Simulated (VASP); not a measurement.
# HfO2 (P2_1/c) in VASP: phonons with PBE

Aim: the phonons of HfO2 with PBE.

All numbers are computed with VASP 6.6.1; they aren't measurements. Logs are shortened: lines on timing, memory, paths and dates and some standing lists are left out, and cuts for length are marked.

## (1) The structure

The structure is monoclinic, space group P2_1/c (No. 14). Conventional cell: a = 5.139 Å, b = 5.188 Å, c = 5.324 Å, α = 90.00°, β = 99.67°, γ = 90.00°. Around Hf (site symmetry 1) lie 7 O at 2.04 to 2.26 Å. O (site symmetry 1) is surrounded by 4 Hf at 2.15 to 2.26 Å. O (site symmetry 1) has 3 Hf at 2.04 to 2.14 Å as nearest neighbours.

The cell was built by a generator and isn't the measured one.

## (2) Phonons, PBE

File POSCAR:

```
HfO2
1.0
    5.1386473648      0.0000000000     -0.0052786189
    0.0000000000      5.1884537790      0.0000000000
   -0.8892162540      0.0000000000      5.2488882980
  Hf              O
     4     8
Direct
     0.2758167259073350    0.4572822360204625    0.7080122660974341
     0.7241832740926648    0.9572822360204625    0.7919877339025659
     0.7241832740926648    0.5427177639795375    0.2919877339025660
     0.2758167259073350    0.0427177639795375    0.2080122660974340
     0.4489951642346519    0.7428678314579955    0.9770095872320085
     0.5510048357653482    0.2428678314579956    0.5229904127679915
     0.5510048357653482    0.2571321685420044    0.0229904127679915
     0.4489951642346519    0.7571321685420045    0.4770095872320085
     0.0671037425103980    0.3285744300749318    0.3483483288976540
     0.9328962574896020    0.8285744300749317    0.1516516711023460
     0.9328962574896020    0.6714255699250683    0.6516516711023460
     0.0671037425103980    0.1714255699250683    0.8483483288976540
```

File INCAR.step1:

```
PREC     = Accurate       # precision mode
ENCUT    = 600            # plane-wave cutoff, eV
EDIFF    = 1E-8           # SCF threshold, eV
ISMEAR   = -1             # smearing method
SIGMA    = 0.05           # smearing width, eV
LREAL    = False          # projectors in reciprocal space
LASPH    = True           # aspherical terms in the spheres
NELM     = 60             # most SCF steps
ALGO     = Normal         # electronic algorithm
ISIF     = 3              # what is computed and relaxed
LWAVE    = False          # write WAVECAR
LCHARG   = False          # write CHGCAR
GGA      = PE             # functional
KPAR     = 8            
IBRION   = 2              # ionic algorithm
NSW      = 40             # ionic steps
EDIFFG   = -0.002         # ionic threshold
```

File INCAR.step2:

```
PREC     = Accurate       # precision mode
ENCUT    = 600            # plane-wave cutoff, eV
EDIFF    = 1E-8           # SCF threshold, eV
ISMEAR   = -1             # smearing method
SIGMA    = 0.05           # smearing width, eV
LREAL    = False          # projectors in reciprocal space
LASPH    = True           # aspherical terms in the spheres
NELM     = 60             # most SCF steps
ALGO     = Normal         # electronic algorithm
ISIF     = 2              # what is computed and relaxed
LWAVE    = False          # write WAVECAR
LCHARG   = False          # write CHGCAR
GGA      = PE             # functional
KPAR     = 8            
IBRION   = 8              # ionic algorithm
NSW      = 1              # ionic steps
LEPSILON = True           # dielectric tensor by DFPT
```

File KPOINTS:

```
Automatic mesh
0
Gamma
  4 4 4
```

Potentials or basis: VASP PAW PBE potentials, release 64 (Hf_pv, O).

Command:

```sh
$ cat potpaw_PBE.64/Hf_pv/POTCAR potpaw_PBE.64/O/POTCAR > POTCAR
$ cp INCAR.step1 INCAR
$ mpirun -np 8 vasp_std > vasp.out
$ cp CONTCAR POSCAR
$ cp INCAR.step2 INCAR
$ mpirun -np 8 vasp_std > vasp.out
```

OUTCAR:

```text
PREC = Accurate
   ENCUT = 600
   EDIFF = 1E-8
   ISMEAR = -1
   LREAL = False
   LASPH = True
   NELM = 60
   ISIF = 2
   GGA = PE
   IBRION = 8
   NSW = 1
   LEPSILON = True

 ion  position               nearest neighbor table
   1  0.276  0.457  0.708-  12 2.04  11 2.06   9 2.14   5 2.15   6 2.16   8 2.25   7 2.25   3 3.32
                             4 3.42   4 3.42   2 3.45   2 3.45   3 3.48   3 3.57
   2  0.724  0.957  0.792-  11 2.04  12 2.06  10 2.14   6 2.15   5 2.16   7 2.25   8 2.25   4 3.32
                             3 3.42   3 3.42   1 3.45   1 3.45   4 3.48   4 3.57
   3  0.724  0.543  0.292-  10 2.04   9 2.06  11 2.14   7 2.15   8 2.16   6 2.25   5 2.25   1 3.32
                             2 3.42   2 3.42   4 3.45   4 3.45   1 3.48   1 3.57
   4  0.276  0.043  0.208-   9 2.04  10 2.06  12 2.14   8 2.15   7 2.16   5 2.25   6 2.25   2 3.32
                             1 3.42   1 3.42   3 3.45   3 3.45   2 3.48   2 3.57
   5  0.449  0.743  0.977-   1 2.15   2 2.16   4 2.25   3 2.25
   6  0.551  0.243  0.523-   2 2.15   1 2.16   3 2.25   4 2.25
   7  0.551  0.257  0.023-   3 2.15   4 2.16   2 2.25   1 2.25
   8  0.449  0.757  0.477-   4 2.15   3 2.16   1 2.25   2 2.25
   9  0.067  0.329  0.348-   4 2.04   3 2.06   1 2.14
  10  0.933  0.829  0.152-   3 2.04   4 2.06   2 2.14
  11  0.933  0.671  0.652-   2 2.04   1 2.06   3 2.14
  12  0.067  0.171  0.848-   1 2.04   2 2.06   4 2.14

  LATTYP: Found a simple monoclinic cell.
 ALAT       =     5.1383779655
 B/A-ratio  =     1.0097600205
 C/A-ratio  =     1.0358457863
 COS(beta)  =    -0.1683211738
[... 1747 lines left out ...]
 10X    -0.549873   -0.655590   -0.341724    1.773626    0.493161    1.281649    3.485542    2.272968   -0.823507    2.889974    2.143583    0.455995    4.927629    0.621820    1.325657    1.269864    0.669179    0.300820    1.675546    0.407632   -0.210606    1.752170   -0.362732    0.630803   -0.980122    1.048290    0.672819  -16.068631   -8.083668   -1.108260   -0.483407    0.085224   -0.700280    0.307680    1.360133   -1.483367
 10Y    -0.013379   -0.945227    0.211718    0.490989    2.352737   -0.326298    2.778023    2.835183   -1.025447    2.355723    1.973133   -0.088557    1.109461   -0.605604    0.647676    0.630283    1.581700   -0.543967    0.230679    1.751704   -0.198732    0.276006   -0.773644   -0.386249   -1.050095    3.785755   -0.044403   -8.084854  -13.444939    4.013036   -0.085830   -0.346134   -0.224769    1.362995    1.835336   -2.034008
 10Z     0.129166    0.216716   -0.932536    0.703144   -0.277379    2.374749   -0.908319   -1.281742    1.370389    0.173185    0.248689    2.369898    1.201466    0.418307   -0.225038    0.194366   -1.527588    1.257126    0.632554   -0.162197   -0.936226    0.495931    0.112924    1.059360    0.668856    0.048303    0.466310   -1.108661    4.013211  -11.880191   -0.700418    0.224807    4.148261   -1.481271   -2.034051    0.927899
 11X     2.889974   -2.143583    0.455995    3.485542   -2.272968   -0.823507    1.773626   -0.493161    1.281649   -0.549873    0.655590   -0.341724    1.752170    0.362732    0.630803    1.675546   -0.407632   -0.210606    1.269864   -0.669179    0.300820    4.927629   -0.621820    1.325657    0.307680   -1.360133   -1.483367   -0.483407   -0.085224   -0.700280  -16.068631    8.083668   -1.108260   -0.980122   -1.048290    0.672819
 11Y    -2.355723    1.973133    0.088557   -2.778023    2.835183    1.025447   -0.490989    2.352737    0.326298    0.013379   -0.945227   -0.211718   -0.276006   -0.773644    0.386249   -0.230679    1.751704    0.198732   -0.630283    1.581700    0.543967   -1.109461   -0.605604   -0.647676   -1.362995    1.835336    2.034008    0.085830   -0.346134    0.224769    8.084854  -13.444939   -4.013036    1.050095    3.785755    0.044403
 11Z     0.173185   -0.248689    2.369898   -0.908319    1.281742    1.370389    0.703144    0.277379    2.374749    0.129166   -0.216716   -0.932536    0.495931   -0.112924    1.059360    0.632554    0.162197   -0.936226    0.194366    1.527588    1.257126    1.201466   -0.418307   -0.225038   -1.481271    2.034051    0.927899   -0.700418   -0.224807    4.148261   -1.108661   -4.013211  -11.880191    0.668856   -0.048303    0.466310
 12X     3.485542    2.272968   -0.823507    2.889974    2.143583    0.455995   -0.549873   -0.655590   -0.341724    1.773626    0.493161    1.281649    1.675546    0.407632   -0.210606    1.752170   -0.362732    0.630803    4.927629    0.621820    1.325657    1.269864    0.669179    0.300820   -0.483407    0.085224   -0.700280    0.307680    1.360133   -1.483367   -0.980122    1.048290    0.672819  -16.068631   -8.083668   -1.108260
 12Y     2.778023    2.835183   -1.025447    2.355723    1.973133   -0.088557   -0.013379   -0.945227    0.211718    0.490989    2.352737   -0.326298    0.230679    1.751704   -0.198732    0.276006   -0.773644   -0.386249    1.109461   -0.605604    0.647676    0.630283    1.581700   -0.543967   -0.085830   -0.346134   -0.224769    1.362995    1.835336   -2.034008   -1.050095    3.785755   -0.044403   -8.084854  -13.444939    4.013036
 12Z    -0.908319   -1.281742    1.370389    0.173185    0.248689    2.369898    0.129166    0.216716   -0.932536    0.703144   -0.277379    2.374749    0.632554   -0.162197   -0.936226    0.495931    0.112924    1.059360    1.201466    0.418307   -0.225038    0.194366   -1.527588    1.257126   -0.700418    0.224807    4.148261   -1.481271   -2.034051    0.927899    0.668856    0.048303    0.466310   -1.108661    4.013211  -11.880191

 Eigenvectors and eigenvalues of the dynamical matrix
   1 f  =   22.526683 THz   141.539325 2PiTHz  751.409268 cm-1    93.162834 meV
   2 f  =   21.318845 THz   133.950256 2PiTHz  711.120137 cm-1    88.167620 meV
   3 f  =   19.328618 THz   121.445289 2PiTHz  644.733299 cm-1    79.936705 meV
   4 f  =   18.989471 THz   119.314363 2PiTHz  633.420561 cm-1    78.534105 meV
   5 f  =   18.217341 THz   114.462928 2PiTHz  607.665082 cm-1    75.340834 meV
   6 f  =   17.418880 THz   109.446052 2PiTHz  581.031300 cm-1    72.038667 meV
[... 25 lines left out ...]
  32 f  =    3.738999 THz    23.492824 2PiTHz  124.719585 cm-1    15.463251 meV
  33 f  =    3.303783 THz    20.758279 2PiTHz  110.202328 cm-1    13.663341 meV
  34 f/i=    0.002962 THz     0.018611 2PiTHz    0.098804 cm-1     0.012250 meV
  35 f/i=    0.003258 THz     0.020472 2PiTHz    0.108685 cm-1     0.013475 meV
  36 f/i=    0.006220 THz     0.039084 2PiTHz    0.207493 cm-1     0.025726 meV

 MACROSCOPIC STATIC DIELECTRIC TENSOR IONIC CONTRIBUTION
 ------------------------------------------------------
          15.978129    -0.000000     1.354718
          -0.000000    14.246714     0.000000
           1.354718     0.000000    11.362396
 ------------------------------------------------------

 ELASTIC MODULI CONTR FROM IONIC RELAXATION (kBar)
 Direction    XX          YY          ZZ          XY          YZ          ZX
 --------------------------------------------------------------------------------
 XX        -824.8749     -1.3975   -400.8903     -0.0000     -0.0000    -74.2646
 YY          -1.3975   -309.0745    181.3428      0.0000     -0.0000    -39.4079
 ZZ        -400.8903    181.3428  -1098.4939     -0.0000      0.0000     -1.8107
 XY          -0.0000      0.0000     -0.0000   -382.7664     80.1281      0.0000
 YZ           0.0000     -0.0000      0.0000     80.1281   -220.6739     -0.0000
 ZX         -74.2646    -39.4079     -1.8107      0.0000      0.0000   -193.1693
 --------------------------------------------------------------------------------

 PIEZOELECTRIC TENSOR IONIC CONTR  for field in x, y, z        (C/m^2)
          XX          YY          ZZ          XY          YZ          ZX
  --------------------------------------------------------------------------------
  x    -0.00000     0.00000    -0.00000     0.00000    -0.00000     0.00000
  y     0.00000    -0.00000     0.00000    -0.00000     0.00000     0.00000
  z     0.00000    -0.00000    -0.00000     0.00000     0.00000    -0.00000
```

Wall time 23 min (8 MPI ranks of Intel Xeon 6975P-C (Granite Rapids), shared host); peak memory 1 GiB.

Results:

| Item | Value |
| --- | --- |
| Electronic dielectric tensor (diagonal) | 4.90, 4.89, 4.63 |
| Born charges (mean of the diagonal) | Hf +5.13; O -2.54, -2.59 e |
| Highest phonon frequency at Γ, LO-TO splitting left out | 751 cm⁻¹ |

Phonon frequencies in cm⁻¹ (negative: imaginary):
```tsv
q point	frequencies
(0.000, 0.000, 0.000)	0 0 0 110 125 125 126 143 160 175 218 235 239 246 251 304 304 319 325 328 364 366 381 395 481 492 493 501 530 551 581 608 633 645 711 751
```

Electronic dielectric tensor:
```
4.90 0.00 0.13
0.00 4.89 0.00
0.13 0.00 4.63
```

Born effective charge tensors (e):
atom 1, Hf
```
 5.31  0.35  0.21
 0.17  5.27 -0.18
 0.22 -0.33  4.81
```
atom 2, Hf
```
 5.31 -0.35  0.21
-0.17  5.27  0.18
 0.22  0.33  4.81
```
atom 3, Hf
```
 5.31  0.35  0.21
 0.17  5.27 -0.18
 0.22 -0.33  4.81
```
atom 4, Hf
```
 5.31 -0.35  0.21
-0.17  5.27  0.18
 0.22  0.33  4.81
```
atom 5, O
```
-2.38 -0.15  0.01
-0.21 -2.70 -0.35
-0.04 -0.41 -2.54
```
atom 6, O
```
-2.38  0.15  0.01
 0.21 -2.70  0.35
-0.04  0.41 -2.54
```
atom 7, O
```
-2.38 -0.15  0.01
-0.21 -2.70 -0.35
-0.04 -0.41 -2.54
```
atom 8, O
```
-2.38  0.15  0.01
 0.21 -2.70  0.35
-0.04  0.41 -2.54
```
atom 9, O
```
-2.93  1.06 -0.22
 1.27 -2.57 -0.66
-0.18 -0.68 -2.27
```
atom 10, O
```
-2.93 -1.06 -0.22
-1.27 -2.57  0.66
-0.18  0.68 -2.27
```
atom 11, O
```
-2.93  1.06 -0.22
 1.27 -2.57 -0.66
-0.18 -0.68 -2.27
```
atom 12, O
```
-2.93 -1.06 -0.22
-1.27 -2.57  0.66
-0.18  0.68 -2.27
```

Spin-orbit coupling is left out, which matters for the levels of Hf.
